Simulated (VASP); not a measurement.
Here is a VASP 6.6.1 calculation.

INCAR

```
PREC = Accurate
ENCUT = 520
EDIFF = 1E-7
ISMEAR = 1
SIGMA = 0.2
LREAL = False
LASPH = True
NELM = 100
ALGO = Fast
ISIF = 2
LWAVE = False
LCHARG = True
GGA = PE
IVDW = 21
LVHAR = True
```

Contents of KPOINTS:

```
Automatic mesh
0
Gamma
  11 11 11
```

Contents of POSCAR:

```
Li
1.0
   -1.7332860000      1.7666670000      1.7352000000
    1.7283880000     -1.7909380000      1.7545730000
    1.7431780000      1.8008300000     -1.7594710000
Li
1
Cartesian
   -0.0063665982     -0.0779382171      0.0361240087
```

Potentials or basis: VASP PAW PBE potentials, release 64 (Li_sv).

Launch:

```bash
$ cat potpaw_PBE.64/Li_sv/POTCAR > POTCAR
$ mpirun -np 1 vasp_std > vasp.out
```

**Question.** Predict the dispersion energy per atom.

**Answer.** -0.977 eV.

**Question.** What does it give for the band gap on the k mesh?

**Answer.** None (metal or under the smearing width).
